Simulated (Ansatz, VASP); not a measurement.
Two plane-wave programs on Ag

```
Ag
1.0
     2.63736    0.00000    0.00000
     0.00000    2.63736    0.00000
     0.00000    0.00000    2.63736
Ag
1
Direct
  0.00000 0.00000 0.00000
```

Alike in both runs: task single point; functional PBE; k mesh 13 × 13 × 13; occupations fermi-dirac, width 0.1 eV; no spin polarisation.

|  | VASP | Ansatz |
| --- | --- | --- |
| version | VASP 6.6.1 | Ansatz 0.2.0 |
| potentials or method | VASP PAW PBE potentials, release 64 (Ag) | plane waves (420 eV) with PAW, scalar-relativistic |
| plane-wave cutoff (eV) | 520 | 420 |
| valence electrons in the cell | 11 | 19 |

```tsv
	VASP	Ansatz	Ansatz less VASP
pressure (GPa)	11.9	12.2	+0.25
```

With one functional, cell and mesh, what is left measures potentials, basis and numerics. The two sets of potentials don't hold the same shells in valence.
